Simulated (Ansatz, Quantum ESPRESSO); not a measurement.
# Band line-up of the AlAs/MgS(110) superlattice, 5 + 5 layers, a = 5.601 Å, part 3 of 7

Wanted: the band alignment of the AlAs/MgS(110) superlattice, 5 + 5 layers, a = 5.601 Å.

Quantum ESPRESSO 7.5; plane-wave DFT, LDA, GBRV ultrasoft pseudopotentials; cross-check by Ansatz 0.2.0 with PAW datasets.

So far. Step 3 (Self-consistent run of bulk AlAs): The run needed 7 iterations to bring the estimated error under 1e-07 Ry.

## 7. SCF with pw.x of bulk MgS

System of this step: MgS, zinc blende at a = 5.601 Å. The structure is cubic, space group F-43m (No. 216). Conventional cell: a = 5.601 Å, b = 5.601 Å, c = 5.601 Å, α = 90.00°, β = 90.00°, γ = 90.00°. Nearest to Mg lie 4 S at 2.43 Å. Nearest to S lie 4 Mg at 2.43 Å. Farther neighbours and most contacts between anions are not listed.

Contents of b.in:

```
&control
  prefix = 'b'
  outdir = './out'
  pseudo_dir = './pseudo'
  calculation = 'scf'
  tprnfor = .true.
/
&system
  ibrav = 0
  nat = 4
  ntyp = 2
  ecutwfc = 40
  ecutrho = 200
  occupations = 'smearing'
  smearing = 'fd'
  degauss = 0.002
/
&electrons
  conv_thr = 1e-07
  mixing_beta = 0.5
  electron_maxstep = 120
/
ATOMIC_SPECIES
  Mg  24.3050  mg_lda_v1.4.uspp.F.UPF
  S   32.0600  s_lda_v1.4.uspp.F.UPF
CELL_PARAMETERS angstrom
  5.60100000000000 0.00000000000000 0.00000000000000
  0.00000000000000 3.96050508142585 0.00000000000000
  0.00000000000000 0.00000000000000 3.96050508142585
ATOMIC_POSITIONS crystal
  Mg  0.000000000000 0.000000000000 0.000000000000
  S   0.250000000000 0.500000000000 0.000000000000
  Mg  0.500000000000 0.500000000000 0.500000000000
  S   0.750000000000 0.000000000000 0.500000000000
K_POINTS automatic
  6 8 8 0 0 0
```

Command:

```
$ OMP_NUM_THREADS=1 mpirun -n 4 pw.x -nk 4 -in b.in > b.out
```

Output:

```text
[banner, memory and clock lines left out]
Program PWSCF v.7.5 starts

          URL

     Found identity + ( -0.5000 -0.5000 -0.5000) symmetry
     This is a supercell, fractional translations are disabled
     Message from routine setup:
     using ibrav=0 with symmetry is DISCOURAGED, use correct ibrav instead

     G-vector sticks info

     bravais-lattice index     =            0
     lattice parameter (alat)  =      10.5844  a.u.
     unit-cell volume          =     592.8753 (a.u.)^3
     number of atoms/cell      =            4
     number of atomic types    =            2
     number of electrons       =        32.00
     number of Kohn-Sham states=           20
     kinetic-energy cutoff     =      40.0000  Ry
     charge density cutoff     =     200.0000  Ry
     scf convergence threshold =      1.0E-07
     mixing beta               =       0.5000
     number of iterations used =            8  plain     mixing
     Exchange-correlation=  SLA  PZ   NOGX NOGC
                           (   1   1   0   0   0   0   0)

     celldm(1)=  10.584356  celldm(2)=   0.000000  celldm(3)=   0.000000
     celldm(4)=   0.000000  celldm(5)=   0.000000  celldm(6)=   0.000000

     crystal axes: (cart. coord. in units of alat)
               a(1) = (   1.000000   0.000000   0.000000 )
               a(2) = (   0.000000   0.707107   0.000000 )
               a(3) = (   0.000000   0.000000   0.707107 )

     reciprocal axes: (cart. coord. in units 2 pi/alat)
               b(1) = (  1.000000  0.000000  0.000000 )
               b(2) = (  0.000000  1.414214  0.000000 )
               b(3) = (  0.000000  0.000000  1.414214 )

     PseudoPot. # 1 for Mg read from file:
     ./pseudo/mg_lda_v1.4.uspp.F.UPF
     Pseudo is Ultrasoft, Zval = 10.0
     Generated by new atomic code, or converted to UPF format
     Using radial grid of  821 points,  7 beta functions with:
                l(1) =   0
                l(2) =   0
                l(3) =   0
                l(4) =   1
                l(5) =   1
                l(6) =   2
                l(7) =   2
     Q(r) pseudized with  8 coefficients,  rinner =    1.200   1.200   1.200
                                                       1.200   1.200

     PseudoPot. # 2 for S  read from file:
     ./pseudo/s_lda_v1.4.uspp.F.UPF
     Pseudo is Ultrasoft + core correction, Zval =  6.0
     Generated by new atomic code, or converted to UPF format
     Using radial grid of  907 points,  6 beta functions with:
                l(1) =   0
                l(2) =   0
                l(3) =   1
                l(4) =   1
                l(5) =   2
                l(6) =   2
     Q(r) pseudized with  8 coefficients,  rinner =    1.300   1.300   1.300
                                                       1.300   1.300

     atomic species   valence    mass     pseudopotential
     Mg               10.00    24.30500     Mg( 1.00)
     S                 6.00    32.06000     S ( 1.00)

      8 Sym. Ops. (no inversion) found

   Cartesian axes

     site n.     atom                  positions (alat units)
         1        Mg     tau(   1) = (   0.0000000   0.0000000   0.0000000  )
         2        S      tau(   2) = (   0.2500000   0.3535534   0.0000000  )
         3        Mg     tau(   3) = (   0.5000000   0.3535534   0.3535534  )
         4        S      tau(   4) = (   0.7500000   0.0000000   0.3535534  )

     number of k points=    60  Fermi-Dirac smearing, width (Ry)=  0.0020
                       cart. coord. in units 2pi/alat
        k(    1) = (   0.0000000   0.0000000   0.0000000), wk =   0.0052083
        k(    2) = (   0.0000000   0.0000000   0.1767767), wk =   0.0208333
        k(    3) = (   0.0000000   0.0000000   0.3535534), wk =   0.0208333
        k(    4) = (   0.0000000   0.0000000   0.5303301), wk =   0.0208333
        k(    5) = (   0.0000000   0.0000000  -0.7071068), wk =   0.0104167
        k(    6) = (   0.0000000   0.1767767   0.1767767), wk =   0.0208333
        k(    7) = (   0.0000000   0.1767767   0.3535534), wk =   0.0416667
        k(    8) = (   0.0000000   0.1767767   0.5303301), wk =   0.0416667
        k(    9) = (   0.0000000   0.1767767  -0.7071068), wk =   0.0208333
        k(   10) = (   0.0000000   0.3535534   0.3535534), wk =   0.0208333
        k(   11) = (   0.0000000   0.3535534   0.5303301), wk =   0.0416667
        k(   12) = (   0.0000000   0.3535534  -0.7071068), wk =   0.0208333
        k(   13) = (   0.0000000   0.5303301   0.5303301), wk =   0.0208333
        k(   14) = (   0.0000000   0.5303301  -0.7071068), wk =   0.0208333
        k(   15) = (   0.0000000  -0.7071068  -0.7071068), wk =   0.0052083
        k(   16) = (   0.1666667   0.0000000   0.0000000), wk =   0.0104167
        k(   17) = (   0.1666667   0.0000000   0.1767767), wk =   0.0416667
        k(   18) = (   0.1666667   0.0000000   0.3535534), wk =   0.0416667
        k(   19) = (   0.1666667   0.0000000   0.5303301), wk =   0.0416667
        k(   20) = (   0.1666667   0.0000000  -0.7071068), wk =   0.0208333
        k(   21) = (   0.1666667   0.1767767   0.1767767), wk =   0.0416667
        k(   22) = (   0.1666667   0.1767767   0.3535534), wk =   0.0833333
        k(   23) = (   0.1666667   0.1767767   0.5303301), wk =   0.0833333
        k(   24) = (   0.1666667   0.1767767  -0.7071068), wk =   0.0416667
        k(   25) = (   0.1666667   0.3535534   0.3535534), wk =   0.0416667
        k(   26) = (   0.1666667   0.3535534   0.5303301), wk =   0.0833333
        k(   27) = (   0.1666667   0.3535534  -0.7071068), wk =   0.0416667
        k(   28) = (   0.1666667   0.5303301   0.5303301), wk =   0.0416667
        k(   29) = (   0.1666667   0.5303301  -0.7071068), wk =   0.0416667
        k(   30) = (   0.1666667  -0.7071068  -0.7071068), wk =   0.0104167
        k(   31) = (   0.3333333   0.0000000   0.0000000), wk =   0.0104167
        k(   32) = (   0.3333333   0.0000000   0.1767767), wk =   0.0416667
        k(   33) = (   0.3333333   0.0000000   0.3535534), wk =   0.0416667
        k(   34) = (   0.3333333   0.0000000   0.5303301), wk =   0.0416667
        k(   35) = (   0.3333333   0.0000000  -0.7071068), wk =   0.0208333
        k(   36) = (   0.3333333   0.1767767   0.1767767), wk =   0.0416667
        k(   37) = (   0.3333333   0.1767767   0.3535534), wk =   0.0833333
        k(   38) = (   0.3333333   0.1767767   0.5303301), wk =   0.0833333
        k(   39) = (   0.3333333   0.1767767  -0.7071068), wk =   0.0416667
        k(   40) = (   0.3333333   0.3535534   0.3535534), wk =   0.0416667
[...]
k = 0.3333 0.0000 0.5303 (  2526 PWs)   bands (ev):

   -69.9024 -69.9024 -37.3441 -37.3437 -37.3420 -37.3418 -37.3416 -37.3415
    -7.6952  -7.4856  -0.0641   0.2062   2.1599   2.5669   2.7463   2.7943
     8.1066   8.6355   9.6861  10.7510

          k = 0.3333 0.0000-0.7071 (  2526 PWs)   bands (ev):

   -69.9024 -69.9024 -37.3442 -37.3441 -37.3418 -37.3418 -37.3417 -37.3416
    -7.5465  -7.5465  -0.1215  -0.1215   2.4817   2.4817   2.7180   2.7180
     8.3340   8.3341  10.1406  10.1407

          k = 0.3333 0.1768 0.1768 (  2546 PWs)   bands (ev):

   -69.9025 -69.9024 -37.3436 -37.3425 -37.3423 -37.3419 -37.3416 -37.3413
    -7.9684  -7.5325   0.5253   1.3951   1.8744   2.2779   2.4940   2.9539
     8.1623   8.2286   9.6270  10.3037

          k = 0.3333 0.1768 0.3536 (  2534 PWs)   bands (ev):

   -69.9024 -69.9024 -37.3437 -37.3430 -37.3424 -37.3419 -37.3417 -37.3414
    -7.8287  -7.4815   0.3347   0.8460   1.7025   2.3831   2.4105   2.8981
     8.4958   8.7600   9.8246  10.4354

          k = 0.3333 0.1768 0.5303 (  2527 PWs)   bands (ev):

   -69.9024 -69.9024 -37.3440 -37.3437 -37.3422 -37.3418 -37.3418 -37.3416
    -7.6527  -7.4564   0.0310   0.2667   1.8940   2.4626   2.5049   2.6804
     8.4775   8.9907   9.3815  10.0929

          k = 0.3333 0.1768-0.7071 (  2520 PWs)   bands (ev):

   -69.9024 -69.9024 -37.3441 -37.3441 -37.3420 -37.3419 -37.3418 -37.3417
    -7.5111  -7.5111  -0.0358  -0.0358   2.2555   2.2555   2.5685   2.5685
     8.5887   8.5887   9.7416   9.7416

          k = 0.3333 0.3536 0.3536 (  2543 PWs)   bands (ev):

   -69.9024 -69.9024 -37.3436 -37.3432 -37.3428 -37.3421 -37.3419 -37.3416
    -7.7005  -7.4245   0.4525   0.7269   1.2389   1.9767   2.4144   2.7301
     8.8300   9.0576   9.9107  10.0927

          k = 0.3333 0.3536 0.5303 (  2526 PWs)   bands (ev):

   -69.9024 -69.9024 -37.3438 -37.3436 -37.3427 -37.3422 -37.3419 -37.3418
    -7.5426  -7.3870   0.2954   0.3960   1.2894   1.8722   2.4181   2.4511
     8.4047   8.6980   9.8695  10.1909

          k = 0.3333 0.3536-0.7071 (  2522 PWs)   bands (ev):

   -69.9024 -69.9024 -37.3439 -37.3439 -37.3424 -37.3424 -37.3420 -37.3419
    -7.4227  -7.4227   0.1900   0.1900   1.6633   1.6633   2.3589   2.3589
     8.3433   8.3433   9.9694   9.9694

          k = 0.3333 0.5303 0.5303 (  2527 PWs)   bands (ev):

   -69.9024 -69.9023 -37.3437 -37.3437 -37.3430 -37.3426 -37.3421 -37.3421
    -7.4141  -7.3266   0.4264   0.5241   0.9466   1.5506   2.1087   2.2466
     7.9723   8.2777   9.9566  10.2389

          k = 0.3333 0.5303-0.7071 (  2518 PWs)   bands (ev):

   -69.9024 -69.9023 -37.3438 -37.3438 -37.3428 -37.3427 -37.3422 -37.3422
    -7.3296  -7.3296   0.3994   0.3994   1.3050   1.3050   2.0228   2.0228
     7.9646   7.9646   9.9504   9.9504

          k = 0.3333-0.7071-0.7071 (  2536 PWs)   bands (ev):

   -69.9024 -69.9023 -37.3439 -37.3439 -37.3427 -37.3427 -37.3424 -37.3423
    -7.2895  -7.2895   0.4156   0.4156   1.4062   1.4062   1.7180   1.7180
     7.8506   7.8506   9.7865   9.7865

          k =-0.5000 0.0000 0.0000 (  2566 PWs)   bands (ev):

   -69.9025 -69.9024 -37.3428 -37.3427 -37.3418 -37.3418 -37.3417 -37.3417
    -7.8371  -7.8371   1.2180   1.2181   2.4623   2.4623   2.4623   2.4623
     8.0950   8.0950   9.4456   9.4456

          k =-0.5000 0.0000 0.1768 (  2562 PWs)   bands (ev):

   -69.9025 -69.9024 -37.3430 -37.3429 -37.3417 -37.3417 -37.3417 -37.3417
    -7.7969  -7.7969   0.9916   0.9916   2.4480   2.4480   2.4981   2.4981
     8.3286   8.3286   9.7388   9.7389

          k =-0.5000 0.0000 0.3536 (  2560 PWs)   bands (ev):

   -69.9024 -69.9024 -37.3435 -37.3435 -37.3417 -37.3417 -37.3417 -37.3417
    -7.6956  -7.6956   0.4485   0.4485   2.5185   2.5185   2.5877   2.5877
     8.4808   8.4809  10.1003  10.1004

          k =-0.5000 0.0000 0.5303 (  2518 PWs)   bands (ev):

   -69.9024 -69.9024 -37.3441 -37.3441 -37.3417 -37.3417 -37.3417 -37.3416
    -7.5878  -7.5878  -0.0556  -0.0556   2.6550   2.6550   2.6826   2.6826
     8.2170   8.2170  10.2992  10.2993

          k =-0.5000 0.0000-0.7071 (  2520 PWs)   bands (ev):

   -69.9024 -69.9024 -37.3443 -37.3443 -37.3417 -37.3417 -37.3416 -37.3416
    -7.5410  -7.5410  -0.2530  -0.2530   2.7237   2.7237   2.7237   2.7237
     8.0432   8.0432  10.5540  10.5540

          k =-0.5000 0.1768 0.1768 (  2550 PWs)   bands (ev):

   -69.9025 -69.9024 -37.3431 -37.3430 -37.3420 -37.3419 -37.3416 -37.3416
    -7.7573  -7.7573   0.8847   0.8847   2.1654   2.1654   2.6669   2.6669
     8.6713   8.6713   9.9133   9.9134

          k =-0.5000 0.1768 0.3536 (  2540 PWs)   bands (ev):

   -69.9024 -69.9024 -37.3435 -37.3435 -37.3421 -37.3420 -37.3416 -37.3416
    -7.6577  -7.6577   0.4889   0.4889   2.0665   2.0665   2.7382   2.7382
     8.9520   8.9520   9.8722   9.8722

          k =-0.5000 0.1768 0.5303 (  2524 PWs)   bands (ev):

   -69.9024 -69.9024 -37.3440 -37.3440 -37.3420 -37.3419 -37.3417 -37.3417
    -7.5519  -7.5519   0.0324   0.0324   2.2257   2.2257   2.7124   2.7124
     8.6499   8.6499   9.8832   9.8832

          k =-0.5000 0.1768-0.7071 (  2520 PWs)   bands (ev):

   -69.9024 -69.9024 -37.3442 -37.3442 -37.3419 -37.3418 -37.3417 -37.3417
    -7.5060  -7.5060  -0.1556  -0.1556   2.3721   2.3721   2.6403   2.6403
     8.4818   8.4819   9.8542   9.8542

          k =-0.5000 0.3536 0.3536 (  2556 PWs)   bands (ev):

   -69.9024 -69.9024 -37.3435 -37.3435 -37.3425 -37.3424 -37.3417 -37.3417
    -7.5627  -7.5627   0.4979   0.4979   1.5756   1.5756   2.7013   2.7013
     9.2955   9.2956   9.8190   9.8191

          k =-0.5000 0.3536 0.5303 (  2518 PWs)   bands (ev):

   -69.9024 -69.9024 -37.3438 -37.3438 -37.3425 -37.3425 -37.3418 -37.3418
    -7.4621  -7.4621   0.2692   0.2692   1.5523   1.5524   2.5244   2.5244
     8.9983   8.9983   9.6981   9.6981

          k =-0.5000 0.3536-0.7071 (  2528 PWs)   bands (ev):

   -69.9024 -69.9024 -37.3440 -37.3439 -37.3424 -37.3424 -37.3419 -37.3419
    -7.4186  -7.4186   0.1204   0.1204   1.6841   1.6841   2.3786   2.3786
     8.9633   8.9633   9.4415   9.4415

          k =-0.5000 0.5303 0.5303 (  2516 PWs)   bands (ev):

   -69.9024 -69.9023 -37.3436 -37.3436 -37.3429 -37.3429 -37.3420 -37.3420
    -7.3674  -7.3674   0.4990   0.4990   1.1245   1.1245   2.1930   2.1930
     8.6577   8.6577  10.2435  10.2436

          k =-0.5000 0.5303-0.7071 (  2500 PWs)   bands (ev):

   -69.9024 -69.9023 -37.3437 -37.3437 -37.3429 -37.3429 -37.3422 -37.3422
    -7.3266  -7.3266   0.4925   0.4925   1.1587   1.1587   1.9609   1.9609
     8.5533   8.5533  10.2949  10.2949

          k =-0.5000-0.7071-0.7071 (  2512 PWs)   bands (ev):

   -69.9024 -69.9023 -37.3436 -37.3436 -37.3430 -37.3430 -37.3424 -37.3423
    -7.2870  -7.2870   0.6463   0.6464   1.1027   1.1027   1.6428   1.6428
     8.4284   8.4284  10.9898  10.9898

     the Fermi energy is     3.6273 ev

!    total energy              =    -298.72613309 Ry
     estimated scf accuracy    <       0.00000004 Ry
     smearing contrib. (-TS)   =      -0.00000000 Ry
     internal energy E=F+TS    =    -298.72613309 Ry

     The total energy is F=E-TS. E is the sum of the following terms:
     one-electron contribution =    -227.27348483 Ry
     hartree contribution      =     114.43586416 Ry
     xc contribution           =     -49.88145504 Ry
     ewald contribution        =    -136.00705739 Ry

     convergence has been achieved in   8 iterations

     Forces acting on atoms (cartesian axes, Ry/au):

     atom    1 type  1   force =     0.00000000    0.00000000    0.00000000
     atom    2 type  2   force =    -0.00000008    0.00000000    0.00000000
     atom    3 type  1   force =     0.00000000    0.00000000    0.00000000
     atom    4 type  2   force =     0.00000008    0.00000000    0.00000000

     Total force =     0.000000     Total SCF correction =     0.000021
     SCF correction compared to forces is large: reduce conv_thr to get better values

     XML data file, charge density, pseudopotentials, collected wavefunctions

                                        0.00s GPU  (     626 calls)
```

It took 12 s on 4 MPI ranks of Intel Xeon Platinum 8223CL at 3.00GHz (Skylake/Cascade Lake), shared host; peak memory 0.4 GiB.

This step gave:

- free energy: -4064.3761 eV
- Fermi energy: 3.627 eV

(Part 3 of 7 ends here.)

[Logs are printed without paths, hosts, clocks, repeated set-up lines and the standing remarks that a program may print on its own settings, such as how far it seeks lower states.]

[Hosts, paths, dates, database ids (printed as entryN), source tags and the programs' standing remarks are cut or masked in the printed files.]

[Maps of the electrostatic potential energy from Ansatz leave out the sawtooth potential of an applied field or a dipole correction, so their vacuum need not be flat; planar profiles and work functions include it.]
